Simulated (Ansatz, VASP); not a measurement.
## C: VASP beside Ansatz

```
C
1.0
     0.00000    1.76548    1.76548
     1.76548    0.00000    1.76548
     1.76548    1.76548    0.00000
C
2
Cartesian
  1.7655 1.7655 1.7655
  2.6482 2.6482 2.6482
```

Alike in both runs: functional LDA; k mesh 10 × 10 × 10; occupations gaussian, width 0.1 eV; no spin polarisation.

Ansatz relaxed the structure, and its values are those at the end. VASP's run is a single point on that final structure, the one shown.

|  | VASP | Ansatz |
| --- | --- | --- |
| version | VASP 6.6.1 | Ansatz 0.2.0 |
| potentials or method | VASP PAW LDA potentials, release 64 (C) | scalar-relativistic, plane waves, PAW |
| plane-wave cutoff (eV) | 520 | 600 |
| valence electrons in the cell | 8 | 8 |

```csv
,VASP,Ansatz,Ansatz less VASP
gap on the k mesh at the Fermi level (eV),4.20,4.22,+0.012
least direct gap on the mesh (eV),5.63,5.63,-0.001
pressure (GPa),1.9,0.2,-1.71
```

Ansatz warned: «pseudo_functional_mismatch».
